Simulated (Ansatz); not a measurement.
# AlN: a point defect seen from the nuclei (N vacancy), part 2 of 2

Aim: the field gradients at and around a point defect: N vacancy in AlN, cell charge +3. The cell is a supercell built from a COD entry (perhaps calculated rather than measured). Planned: a single point, then a relaxation.

Ansatz 0.2.0; DFT, PBE, plane-wave PAW, default files, scalar-relativistic. Earlier steps stand in the parts before.

**3. Ions relaxed**

A COD entry behind a cell of this session may itself be a prediction, so a difference from it is no test against experiment.

Contents of input.yaml:

```yaml
crystal:
  lattice:
    - [0.0, 5.907, 5.907]
    - [5.907, 0.0, 5.907]
    - [5.907, 5.907, 0.0]
  atoms:
    - { symbol: Al, position: [0.0, 0.0, 0.0] }
    - { symbol: Al, position: [0.0, 0.0, 0.3333333333] }
    - { symbol: Al, position: [0.0, 0.0, 0.6666666667] }
    - { symbol: Al, position: [0.0, 0.3333333333, 0.0] }
    - { symbol: Al, position: [0.0, 0.3333333333, 0.3333333333] }
    - { symbol: Al, position: [0.0, 0.3333333333, 0.6666666667] }
    - { symbol: Al, position: [0.0, 0.6666666667, 0.0] }
    - { symbol: Al, position: [0.0, 0.6666666667, 0.3333333333] }
    - { symbol: Al, position: [0.0, 0.6666666667, 0.6666666667] }
    - { symbol: Al, position: [0.3333333333, 0.0, 0.0] }
    - { symbol: Al, position: [0.3333333333, 0.0, 0.3333333333] }
    - { symbol: Al, position: [0.3333333333, 0.0, 0.6666666667] }
    - { symbol: Al, position: [0.3333333333, 0.3333333333, 0.0] }
    - { symbol: Al, position: [0.3333333333, 0.3333333333, 0.3333333333] }
    - { symbol: Al, position: [0.3333333333, 0.3333333333, 0.6666666667] }
    - { symbol: Al, position: [0.3333333333, 0.6666666667, 0.0] }
    - { symbol: Al, position: [0.3333333333, 0.6666666667, 0.3333333333] }
    - { symbol: Al, position: [0.3333333333, 0.6666666667, 0.6666666667] }
    - { symbol: Al, position: [0.6666666667, 0.0, 0.0] }
    - { symbol: Al, position: [0.6666666667, 0.0, 0.3333333333] }
    - { symbol: Al, position: [0.6666666667, 0.0, 0.6666666667] }
    - { symbol: Al, position: [0.6666666667, 0.3333333333, 0.0] }
    - { symbol: Al, position: [0.6666666667, 0.3333333333, 0.3333333333] }
    - { symbol: Al, position: [0.6666666667, 0.3333333333, 0.6666666667] }
    - { symbol: Al, position: [0.6666666667, 0.6666666667, 0.0] }
    - { symbol: Al, position: [0.6666666667, 0.6666666667, 0.3333333333] }
    - { symbol: Al, position: [0.6666666667, 0.6666666667, 0.6666666667] }
    - { symbol: "N", position: [0.1666666667, 0.1666666667, 0.5] }
    - { symbol: "N", position: [0.1666666667, 0.1666666667, 0.8333333333] }
    - { symbol: "N", position: [0.1666666667, 0.5, 0.1666666667] }
    - { symbol: "N", position: [0.1666666667, 0.5, 0.5] }
    - { symbol: "N", position: [0.1666666667, 0.5, 0.8333333333] }
    - { symbol: "N", position: [0.1666666667, 0.8333333333, 0.1666666667] }
    - { symbol: "N", position: [0.1666666667, 0.8333333333, 0.5] }
    - { symbol: "N", position: [0.1666666667, 0.8333333333, 0.8333333333] }
    - { symbol: "N", position: [0.5, 0.1666666667, 0.1666666667] }
    - { symbol: "N", position: [0.5, 0.1666666667, 0.5] }
    - { symbol: "N", position: [0.5, 0.1666666667, 0.8333333333] }
    - { symbol: "N", position: [0.5, 0.5, 0.1666666667] }
    - { symbol: "N", position: [0.5, 0.5, 0.5] }
    - { symbol: "N", position: [0.5, 0.5, 0.8333333333] }
    - { symbol: "N", position: [0.5, 0.8333333333, 0.1666666667] }
    - { symbol: "N", position: [0.5, 0.8333333333, 0.5] }
    - { symbol: "N", position: [0.5, 0.8333333333, 0.8333333333] }
    - { symbol: "N", position: [0.8333333333, 0.1666666667, 0.1666666667] }
    - { symbol: "N", position: [0.8333333333, 0.1666666667, 0.5] }
    - { symbol: "N", position: [0.8333333333, 0.1666666667, 0.8333333333] }
    - { symbol: "N", position: [0.8333333333, 0.5, 0.1666666667] }
    - { symbol: "N", position: [0.8333333333, 0.5, 0.5] }
    - { symbol: "N", position: [0.8333333333, 0.5, 0.8333333333] }
    - { symbol: "N", position: [0.8333333333, 0.8333333333, 0.1666666667] }
    - { symbol: "N", position: [0.8333333333, 0.8333333333, 0.5] }
    - { symbol: "N", position: [0.8333333333, 0.8333333333, 0.8333333333] }
total_charge: 3
kpoints:
  mp_grid: { grid: [3, 3, 3] }
scf:
  occupations: { method: fermi_dirac, width: 0.01 }
hamiltonian:
  xc: pbe
  pseudopotentials: { kind: paw }
output:
  forces: true
  stress: true
  populations: true
  efg:
    quadrupole_moments_barn: { Al: 0.1466, "N": 0.02044 }
    contact_densities: true
relax:
  f_tol: 0.03
  max_steps: 40
```

Command:

```bash
$ ansatz run input.yaml --threads 1 --pin off --max-ram 3072MiB --backend cpu --events-out ev --progress --plain --runs-dir out
```

The log of the run:

```text
[... 1 line left out ...]
Warning: RAYON_NUM_THREADS=1 ignored (pool sized by the plan → 1); use --threads N
[... 9 set-up lines as earlier in the session ...]
Crystal: 53 atoms, lattice volume = 412.222 Å³
Basis set: ecut = 420 eV, 7991 PW (Γ), exchange–correlation on 120×120×120 points (8 copies of the dense FFT grid, shifted against one another)
Bands: 157, of which v1, the nominal top of the filled ones, is band 104 counted from 1 (103 counted from 0)
[... 2 set-up lines as earlier in the session ...]
k-points: 4 of 27
[... 8 set-up lines as earlier in the session ...]
SCF iter   1: F=—  HF=-24594.699805 eV  |F-HF|=—  |Δ(HF+E_count)|=         —  Δρ=3.05e-2  dr2=1.42e1  ethr=1.77e-3  ⟨swp⟩=10.5  Hψ=4032  notcnv=0  defer=66
preconditioner: auto → Resta (q_TF=auto, 2.434 Å⁻¹)  ε∞=4.0  [insulator: Δε(μ)=0.055 eV  Ē_g=15.304 eV  σ=0.010 eV  W_gap=0.86  n_scr=112 (ndim 8)  ℏωp=26.4 eV  f_vac=0.000  D(μ)=1.43/eV (n_scr^D=0)  ε∞_Penn≈4.0]
SCF iter   2: F=—  HF=-24592.092719 eV  |F-HF|=—  |Δ(HF+E_count)|=    2.61e0  Δρ=1.06e-2  dr2=9.90e-1  ethr=1.77e-3  ⟨swp⟩=3.0  Hψ=1011  notcnv=0  defer=188
SCF iter   3: F=—  HF=-24591.987105 eV  |F-HF|=—  |Δ(HF+E_count)|=   1.06e-1  Δρ=4.77e-3  dr2=2.72e-1  ethr=4.76e-4  ⟨swp⟩=2.8  Hψ=771  notcnv=0  defer=188
SCF iter   4: F=—  HF=-24591.988399 eV  |F-HF|=—  |Δ(HF+E_count)|=   1.29e-3  Δρ=5.70e-3  dr2=4.15e-1  ethr=1.31e-4  ⟨swp⟩=2.8  Hψ=855  notcnv=0  defer=188
SCF iter   5: F=—  HF=-24591.970806 eV  |F-HF|=—  |Δ(HF+E_count)|=   1.76e-2  Δρ=4.98e-3  dr2=3.24e-1  ethr=1.31e-4  ⟨swp⟩=2.5  Hψ=674  notcnv=0  defer=181
SCF iter   6: F=—  HF=-24591.945127 eV  |F-HF|=—  |Δ(HF+E_count)|=   2.57e-2  Δρ=6.33e-4  dr2=3.46e-3  ethr=1.31e-4  ⟨swp⟩=1.2  Hψ=450  notcnv=0  defer=181
SCF iter   7: F=—  HF=-24591.946293 eV  |F-HF|=—  |Δ(HF+E_count)|=   1.17e-3  Δρ=5.85e-4  dr2=4.86e-3  ethr=1.66e-6  ⟨swp⟩=2.2  Hψ=807  notcnv=0  defer=181
SCF iter   8: F=—  HF=-24591.945980 eV  |F-HF|=—  |Δ(HF+E_count)|=   3.13e-4  Δρ=1.28e-4  dr2=2.48e-4  ethr=1.66e-6  ⟨swp⟩=1.5  Hψ=449  notcnv=0  defer=181
SCF iter   9: F=-24591.945952 eV  HF=-24591.945956 eV  |F-HF|=4.36e-6  |Δ(HF+E_count)|=   2.32e-5  Δρ=2.25e-5  dr2=5.52e-6  ethr=1.08e-8  ⟨swp⟩=2.8  Hψ=1748  notcnv=0
SCF 1 converged in 9 iterations: F = -24591.945952 eV  dr2 = 5.52e-6
relax step   1: F+E_penalty+E_count = -24591.94595203 eV  Δ(F+E_penalty+E_count) = +0.000e0 eV  max|allowed force component| = 1.419e0 eV/Å  Δτ_max = 0.0000 Å  (9 SCF iters, dr2 threshold 2.25e-5 eV, accepted)
[... 12 lines left out ...]
relax step   2: F+E_penalty+E_count = -24592.33829881 eV  Δ(F+E_penalty+E_count) = -3.923e-1 eV  max|allowed force component| = 1.149e0 eV/Å  Δτ_max = 0.0356 Å  (6 SCF iters, dr2 threshold 1.00e-4 eV, accepted)
[... 17 lines left out ...]
relax step   4: F+E_penalty+E_count = -24592.96482630 eV  Δ(F+E_penalty+E_count) = -5.311e-1 eV  max|allowed force component| = 6.255e-1 eV/Å  Δτ_max = 0.0601 Å  (5 SCF iters, dr2 threshold 1.00e-4 eV, accepted)
[... 17 lines left out ...]
relax step   6: F+E_penalty+E_count = -24593.02948914 eV  Δ(F+E_penalty+E_count) = -6.466e-2 eV  max|allowed force component| = 7.501e-2 eV/Å  Δτ_max = 0.0188 Å  (7 SCF iters, accepted)
[... 15 lines left out ...]
relax step   8: F+E_penalty+E_count = -24593.03113533 eV  Δ(F+E_penalty+E_count) = -1.646e-3 eV  max|allowed force component| = 1.883e-3 eV/Å  Δτ_max = 0.0024 Å  (5 SCF iters, accepted)
NSCF: frozen V_eff on 4 k-points
[... 1 line left out ...]
SCF converged after 5 iterations
Free energy (F): -24593.031135 eV
Harris-Foulkes:  -24593.031135 eV  (|F-HF|=4.15e-9)
Internal energy: -24593.029721 eV  (E = F + TS)
E sigma→0 (E₀):  -24593.030428 eV
Entropy (-TS):   -0.001415 eV (-0.027 meV/atom)
Fermi energy:    12.043098 eV
--- Per-component energies (eV) ---
[... 15 lines left out ...]
--- Forces (eV/Å), atoms counted from 1 ---
  atom   1  Al    -0.00047387    -0.00047387    -0.00047387
  atom   2  Al     0.00000000     0.00000000    -0.00052322
  atom   3  Al     0.00047387     0.00047387    -0.00047387
  atom   4  Al     0.00000000    -0.00052322     0.00000000
  atom   5  Al     0.00052322    -0.00000000     0.00000000
  atom   6  Al    -0.00061695     0.00061695     0.00000000
[... 47 lines left out ...]
  max |Σ_I F_I| component: 8.13e-18 eV/Å
--- Stress (GPa, compression-positive) ---
       41.574005       0.000000       0.000000
       -0.000000      41.574005       0.000000
       -0.000000       0.000000      41.574005
  P = ⅓ Tr σ = 41.5740 GPa (415.740 kbar)
--- PAW observables at the nuclei: V_zz in 10²¹ V/m², potentials from the cell's mean, atoms counted from 1 ---
  atom   1  Al V_zz =    -0.011047   η = 0.0000   by run symmetry: allowed   C_q = -0.0392 MHz
            electrostatic potential = -1235.839154 V   contact ρ = 10078.652555 e/Å³
  atom   2  Al V_zz =    +1.712281   η = 0.0000   by run symmetry: allowed   C_q = +6.0696 MHz
            electrostatic potential = -1235.747609 V   contact ρ = 10079.871993 e/Å³
  atom   3  Al V_zz =    -0.011047   η = 0.0000   by run symmetry: allowed   C_q = -0.0392 MHz
            electrostatic potential = -1235.839154 V   contact ρ = 10078.652555 e/Å³
  atom   4  Al V_zz =    +1.712281   η = 0.0000   by run symmetry: allowed   C_q = +6.0696 MHz
            electrostatic potential = -1235.747609 V   contact ρ = 10079.871993 e/Å³
  atom   5  Al V_zz =    +1.712281   η = 0.0000   by run symmetry: allowed   C_q = +6.0696 MHz
            electrostatic potential = -1235.747609 V   contact ρ = 10079.871993 e/Å³
  atom   6  Al V_zz =    -0.730282   η = 0.1883   by run symmetry: allowed   C_q = -2.5887 MHz
            electrostatic potential = -1235.649851 V   contact ρ = 10078.758946 e/Å³
  atom   7  Al V_zz =    -0.011047   η = 0.0000   by run symmetry: allowed   C_q = -0.0392 MHz
            electrostatic potential = -1235.839154 V   contact ρ = 10078.652555 e/Å³
  atom   8  Al V_zz =    -0.730282   η = 0.1883   by run symmetry: allowed   C_q = -2.5887 MHz
            electrostatic potential = -1235.649851 V   contact ρ = 10078.758946 e/Å³
  atom   9  Al V_zz =    -0.730282   η = 0.1883   by run symmetry: allowed   C_q = -2.5887 MHz
            electrostatic potential = -1235.649851 V   contact ρ = 10078.758946 e/Å³
  atom  10  Al V_zz =    +1.712281   η = 0.0000   by run symmetry: allowed   C_q = +6.0696 MHz
            electrostatic potential = -1235.747609 V   contact ρ = 10079.871993 e/Å³
  atom  11  Al V_zz =    +1.712281   η = 0.0000   by run symmetry: allowed   C_q = +6.0696 MHz
            electrostatic potential = -1235.747609 V   contact ρ = 10079.871993 e/Å³
  atom  12  Al V_zz =    -0.730282   η = 0.1883   by run symmetry: allowed   C_q = -2.5887 MHz
            electrostatic potential = -1235.649851 V   contact ρ = 10078.758946 e/Å³
  atom  13  Al V_zz =    +1.712281   η = 0.0000   by run symmetry: allowed   C_q = +6.0696 MHz
            electrostatic potential = -1235.747609 V   contact ρ = 10079.871993 e/Å³
  atom  14  Al V_zz =    -0.011047   η = 0.0000   by run symmetry: allowed   C_q = -0.0392 MHz
            electrostatic potential = -1235.839154 V   contact ρ = 10078.652555 e/Å³
  atom  15  Al V_zz =    -0.011047   η = 0.0000   by run symmetry: allowed   C_q = -0.0392 MHz
            electrostatic potential = -1235.839154 V   contact ρ = 10078.652555 e/Å³
  atom  16  Al V_zz =    -0.730282   η = 0.1883   by run symmetry: allowed   C_q = -2.5887 MHz
            electrostatic potential = -1235.649851 V   contact ρ = 10078.758946 e/Å³
  atom  17  Al V_zz =    -0.011047   η = 0.0000   by run symmetry: allowed   C_q = -0.0392 MHz
            electrostatic potential = -1235.839154 V   contact ρ = 10078.652555 e/Å³
  atom  18  Al V_zz =    -0.730282   η = 0.1883   by run symmetry: allowed   C_q = -2.5887 MHz
            electrostatic potential = -1235.649851 V   contact ρ = 10078.758946 e/Å³
  atom  19  Al V_zz =    -0.011047   η = 0.0000   by run symmetry: allowed   C_q = -0.0392 MHz
            electrostatic potential = -1235.839154 V   contact ρ = 10078.652555 e/Å³
  atom  20  Al V_zz =    -0.730282   η = 0.1883   by run symmetry: allowed   C_q = -2.5887 MHz
            electrostatic potential = -1235.649851 V   contact ρ = 10078.758946 e/Å³
  atom  21  Al V_zz =    -0.730282   η = 0.1883   by run symmetry: allowed   C_q = -2.5887 MHz
            electrostatic potential = -1235.649851 V   contact ρ = 10078.758946 e/Å³
  atom  22  Al V_zz =    -0.730282   η = 0.1883   by run symmetry: allowed   C_q = -2.5887 MHz
            electrostatic potential = -1235.649851 V   contact ρ = 10078.758946 e/Å³
  atom  23  Al V_zz =    -0.011047   η = 0.0000   by run symmetry: allowed   C_q = -0.0392 MHz
            electrostatic potential = -1235.839154 V   contact ρ = 10078.652555 e/Å³
  atom  24  Al V_zz =    -0.730282   η = 0.1883   by run symmetry: allowed   C_q = -2.5887 MHz
            electrostatic potential = -1235.649851 V   contact ρ = 10078.758946 e/Å³
  atom  25  Al V_zz =    -0.730282   η = 0.1883   by run symmetry: allowed   C_q = -2.5887 MHz
            electrostatic potential = -1235.649851 V   contact ρ = 10078.758946 e/Å³
  atom  26  Al V_zz =    -0.730282   η = 0.1883   by run symmetry: allowed   C_q = -2.5887 MHz
            electrostatic potential = -1235.649851 V   contact ρ = 10078.758946 e/Å³
  atom  27  Al V_zz =    +0.000000   η = 0.0000   by run symmetry: forbidden   C_q = +0.0000 MHz
            electrostatic potential = -1236.149400 V   contact ρ = 10078.526431 e/Å³
  atom  28  N  V_zz =    +2.290834   η = 0.4054   by run symmetry: allowed   C_q = +1.1322 MHz
            electrostatic potential = -521.384436 V   contact ρ = 1412.563690 e/Å³
  atom  29  N  V_zz =    +2.290834   η = 0.4054   by run symmetry: allowed   C_q = +1.1322 MHz
            electrostatic potential = -521.384436 V   contact ρ = 1412.563690 e/Å³
  atom  30  N  V_zz =    +2.290834   η = 0.4054   by run symmetry: allowed   C_q = +1.1322 MHz
            electrostatic potential = -521.384436 V   contact ρ = 1412.563690 e/Å³
  atom  31  N  V_zz =    -0.251116   η = 0.0000   by run symmetry: allowed   C_q = -0.1241 MHz
            electrostatic potential = -521.736300 V   contact ρ = 1412.103335 e/Å³
  atom  32  N  V_zz =    +2.290834   η = 0.4054   by run symmetry: allowed   C_q = +1.1322 MHz
            electrostatic potential = -521.384436 V   contact ρ = 1412.563690 e/Å³
  atom  33  N  V_zz =    +2.290834   η = 0.4054   by run symmetry: allowed   C_q = +1.1322 MHz
            electrostatic potential = -521.384436 V   contact ρ = 1412.563690 e/Å³
  atom  34  N  V_zz =    +2.290834   η = 0.4054   by run symmetry: allowed   C_q = +1.1322 MHz
            electrostatic potential = -521.384436 V   contact ρ = 1412.563690 e/Å³
  atom  35  N  V_zz =    -0.251116   η = 0.0000   by run symmetry: allowed   C_q = -0.1241 MHz
            electrostatic potential = -521.736300 V   contact ρ = 1412.103335 e/Å³
  atom  36  N  V_zz =    +2.290834   η = 0.4054   by run symmetry: allowed   C_q = +1.1322 MHz
            electrostatic potential = -521.384436 V   contact ρ = 1412.563690 e/Å³
  atom  37  N  V_zz =    -0.251116   η = 0.0000   by run symmetry: allowed   C_q = -0.1241 MHz
            electrostatic potential = -521.736300 V   contact ρ = 1412.103335 e/Å³
  atom  38  N  V_zz =    +2.290834   η = 0.4054   by run symmetry: allowed   C_q = +1.1322 MHz
            electrostatic potential = -521.384436 V   contact ρ = 1412.563690 e/Å³
  atom  39  N  V_zz =    -0.251116   η = 0.0000   by run symmetry: allowed   C_q = -0.1241 MHz
            electrostatic potential = -521.736300 V   contact ρ = 1412.103335 e/Å³
  atom  40  N  V_zz =    -0.251116   η = 0.0000   by run symmetry: allowed   C_q = -0.1241 MHz
            electrostatic potential = -521.736300 V   contact ρ = 1412.103335 e/Å³
  atom  41  N  V_zz =    -0.365357   η = 0.0000   by run symmetry: allowed   C_q = -0.1806 MHz
            electrostatic potential = -521.770636 V   contact ρ = 1411.938013 e/Å³
  atom  42  N  V_zz =    +2.290834   η = 0.4054   by run symmetry: allowed   C_q = +1.1322 MHz
            electrostatic potential = -521.384436 V   contact ρ = 1412.563690 e/Å³
  atom  43  N  V_zz =    -0.365357   η = 0.0000   by run symmetry: allowed   C_q = -0.1806 MHz
            electrostatic potential = -521.770636 V   contact ρ = 1411.938013 e/Å³
  atom  44  N  V_zz =    -0.365357   η = 0.0000   by run symmetry: allowed   C_q = -0.1806 MHz
            electrostatic potential = -521.770636 V   contact ρ = 1411.938013 e/Å³
  atom  45  N  V_zz =    +2.290834   η = 0.4054   by run symmetry: allowed   C_q = +1.1322 MHz
            electrostatic potential = -521.384436 V   contact ρ = 1412.563690 e/Å³
  atom  46  N  V_zz =    +2.290834   η = 0.4054   by run symmetry: allowed   C_q = +1.1322 MHz
            electrostatic potential = -521.384436 V   contact ρ = 1412.563690 e/Å³
  atom  47  N  V_zz =    -0.251116   η = 0.0000   by run symmetry: allowed   C_q = -0.1241 MHz
            electrostatic potential = -521.736300 V   contact ρ = 1412.103335 e/Å³
  atom  48  N  V_zz =    +2.290834   η = 0.4054   by run symmetry: allowed   C_q = +1.1322 MHz
            electrostatic potential = -521.384436 V   contact ρ = 1412.563690 e/Å³
  atom  49  N  V_zz =    -0.365357   η = 0.0000   by run symmetry: allowed   C_q = -0.1806 MHz
            electrostatic potential = -521.770636 V   contact ρ = 1411.938013 e/Å³
  atom  50  N  V_zz =    -0.365357   η = 0.0000   by run symmetry: allowed   C_q = -0.1806 MHz
            electrostatic potential = -521.770636 V   contact ρ = 1411.938013 e/Å³
  atom  51  N  V_zz =    -0.251116   η = 0.0000   by run symmetry: allowed   C_q = -0.1241 MHz
            electrostatic potential = -521.736300 V   contact ρ = 1412.103335 e/Å³
  atom  52  N  V_zz =    -0.365357   η = 0.0000   by run symmetry: allowed   C_q = -0.1806 MHz
            electrostatic potential = -521.770636 V   contact ρ = 1411.938013 e/Å³
  atom  53  N  V_zz =    -0.251116   η = 0.0000   by run symmetry: allowed   C_q = -0.1241 MHz
            electrostatic potential = -521.736300 V   contact ρ = 1412.103335 e/Å³
--- Band table (eV) ---
[... 4 lines left out ...]
--- Relaxed structure (8 steps of the walk, 6 accepted, 0 SCFs on fresh bases) ---
  F+E_penalty+E_count = -24593.03113533 eV   max|allowed force component| = 1.883e-3 eV/Å
  atoms:
[... 53 lines left out ...]
--- Löwdin populations: 53 sites ---
  site symbol       q [e]
[... 53 lines left out ...]
  spilling = 0.009729 (of n_electrons = 208.000000)
```

Run time: 3 min. Hardware: 1 thread of Arm Neoverse V2, shared host; peak memory 0.9 GiB.

Step by step:

```csv
step,energy change (eV),largest force component (eV/Å)
1,0.0000,1.419
2,-0.3923,1.149
3,-0.4877,2.582
4,-1.0189,0.626
5 (rejected),-0.9814,0.687
6,-1.0835,0.075
7 (rejected),-1.0835,0.067
8,-1.0852,0.002
```

Atom 13 and its like (Al) moved farthest, 0.146 Å; the mean move was 0.036 Å.

At the end: no gap over 0.1 eV on the mesh, largest force 0.002 eV/Å, pressure 41.6 GPa.

Beside the values of step 2 (V_zz in 10²¹ V/m²):

```csv
site,atoms,"V_zz, PBE","V_zz, PBE relaxed","η, PBE","η, PBE relaxed"
Al2,"2, 4, 5, …",1.75,1.71,0.00,0.00
N28,"28, 29, 30, …",1.75,2.29,0.13,0.41
Al1,"1, 3, 7, …",0.015,-0.011,0.00,0.00
N41,"41, 43, 44, …",0.060,-0.37,0.00,0.00
Al6,"6, 8, 9, …",-0.22,-0.73,0.44,0.19
N31,"31, 35, 37, …",0.14,-0.25,0.00,0.00
Al27,27,0.00,0.00,–,–
```

The printed gradients, by site:

```csv
site,atoms,distance from the defect (Å),V_zz (10²¹ V/m²),η,C_Q (MHz)
Al2,"2, 4, 5, 10, …",2.11,1.71,0.00,6.07 (²⁷Al)
N28,"28, 29, 30, 32, …",2.74,2.29,0.41,1.13 (¹⁴N)
Al1,"1, 3, 7, 14, …",3.42,-0.011,0.00,-0.039 (²⁷Al)
N41,"41, 43, 44, 49, …",3.97,-0.37,0.00,-0.181 (¹⁴N)
Al6,"6, 8, 9, 12, …",4.41,-0.73,0.19,-2.59 (²⁷Al)
N31,"31, 35, 37, 39, …",4.82,-0.25,0.00,-0.124 (¹⁴N)
Al27,27,5.91,0.00,–,0 (²⁷Al)
```

Direction of the V_zz axis (Cartesian unit vector):

```csv
site,atom,x,y,z
Al2,2,0.00,0.00,1.00
Al6,6,0.00,0.00,1.00
N28,28,0.71,0.71,0.00
N31,31,0.58,-0.58,-0.58
N41,41,0.00,0.00,1.00
```

The sizes of the gradients above 0.15 moved by 73 % in the median, over a factor of two at the site that moves most (small gradients counted from 0.15; Al6, -0.22 to -0.73), with a change of sign at N41, N31.

**4. Simulated spectra, from step 3**

²⁷Al (I = 5/2, Q = 146.6 mb) in zero field: pure quadrupole lines, for atoms at rest. Strengths are squared matrix elements for a powder, against the strongest line of the same site.

```csv
site,count,line (MHz),strength
Al2,6,0.910,1.00
Al2,6,1.82,0.63
Al1,8,0.006,1.00
Al1,8,0.012,0.62
Al6,12,0.403,1.00
Al6,12,0.771,0.65
```

**5. Summary of results**

What follows sums up all 2 parts.

| quantity | value |
| --- | --- |
| state (step 3) | no gap over 0.1 eV on the mesh, largest force 0.002 eV/Å, pressure 41.6 GPa |
| V_zz by site, step 3 (10²¹ V/m²) | Al2 1.71, N28 2.29, Al1 -0.011, N41 -0.37, Al6 -0.73, N31 -0.25, Al27 0.00 |
| largest C_Q in size, step 3 | 6.07 MHz, ²⁷Al at Al2 |
| step 3 (ions relaxed) against step 2 | 73 % in the median, over a factor of two at the site that moves most (small gradients counted from 0.15; Al6, -0.22 to -0.73), with a change of sign at N41, N31 |

**Reading.** Site N28 (6 Al at 1.94–2.01 Å) carries the largest gradient. The runs allow no spin. A pressure this high points to a host entry that was measured under pressure or has misplaced atoms, so the cell need not be the everyday compound of that formula. The relaxation kept the symmetry Fm-3m, so a distorted place of lower energy may have been missed. With states at the Fermi level, this mesh doesn't settle the gradients near the defect. The cell stands at 42 GPa, so host cell and defect together are far from ambient conditions, and the values don't describe a crystal at zero pressure. Moves of at most 0.15 Å on relaxation changed gradients by over a factor of two in size at the worst site (73 % in the median) (gradients over 0.15 counted), so small moves matter. The ²⁷Al zero-field lines reach up to 1.82 MHz, for nuclei at rest; thermal motion mostly lowers such lines a little. The run isn't spin-polarised, and a state with spin may lie lower. The defect repeats with the cell of 53 atoms, so it feels its images: sites between two images don't show the values beside a lone defect, and zeros or small values of η there can come from the images' arrangement. The relaxation keeps the symmetry of the vacancy's site, so distortions that break it, Jahn–Teller ones too, aren't explored. A uniform background compensates the cell's charge. The defect cell has no gap above 0.1 eV on its mesh, so the values hang on the smearing and the k-mesh. The cell keeps the host's lattice, where the PBE pressure is 42 GPa (in a charged cell this depends on the convention for the mean potential).
